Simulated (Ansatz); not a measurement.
**TiC (Fm-3m), zone-centre modes**

Computed with DFT PBE, scalar-relativistic, plane waves, PAW in Ansatz. Settings: plane waves to 420 eV, k-mesh 20×20×14 (Γ-centred), Gaussian smearing 0.15 eV. No spin polarisation.

Zero of the scan (relaxed at this level):

```
CELL_PARAMETERS angstrom
0.00000 -2.16646 -2.16646
0.00000 2.16646 -2.16646
4.33292 0.00000 0.00000
ATOMIC_POSITIONS crystal
Ti 0.50000 0.50000 0.50000
Ti 0.00000 0.00000 0.00000
C 0.50000 0.50000 0.00000
C 0.00000 0.00000 0.50000
```

Harmonic modes by finite displacements of 0.02 Å, without the LO–TO term. The cell doubles the primitive one, so its zone centre also holds the primitive cell's point q = (0, 1/2, 1/2).

(1) At this geometry, is the structure stable against these modes?

(2) List the wavenumbers in cm⁻¹.

Answers

(1) Yes: no mode is imaginary beyond 10 cm⁻¹, and only the three translations lie near zero.

(2) 0, 0, 0, 285, 285, 354, 512, 512, 514, 516, 516, 588.

Cost: 1 run of about 2.5 core-minutes, on Intel Xeon Platinum 8488C (Sapphire Rapids) (shared hosts).